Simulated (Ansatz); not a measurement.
Crystal: PbS.

```
Pb S
1.0
     4.08970    0.00000    0.00000
    -2.04485    3.54178    0.00000
     0.00000    0.00000    3.78817
Pb S
1 1
Direct
  0.00000 0.00000 0.00000
  0.66667 0.33333 0.50000
```

Measurements of this composition are mostly on another form, of space group No. 225.

Program: Ansatz 0.2.0. Alike in all runs: task single point; potentials or basis all-electron PAW datasets made for the crystal; no spin polarisation; cell as given; cutoff (eV) 290; smearing fermi-dirac 0.05 eV.

**Question.** Order these runs on this cell by their band gap on the k mesh, lowest first.
A. level PBE0; k mesh 6 × 6 × 6; mesh quality not flagged
B. level HSE06; k mesh 4 × 4 × 4; mesh quality coarse
C. level HSE06; k mesh 6 × 6 × 6; mesh quality coarse
D. level PBE0; k mesh 4 × 4 × 4; mesh quality coarse

**Answer.** C (metal), A (0.47 eV), B (0.64 eV), D (1.25 eV).

Caveats: some runs use coarse meshes; spin-orbit coupling is left out, which as a rule narrows the gap of such compounds by several tenths of an eV (some runs); the program warned that the printed levels may be off, so bands, gaps and densities of states are rough (some runs); the k mesh is thin for a metal, which can move the energy by tens of meV per atom (some runs).

A k mesh can miss the band edges.

Runs at the PBE level aren't shown here.
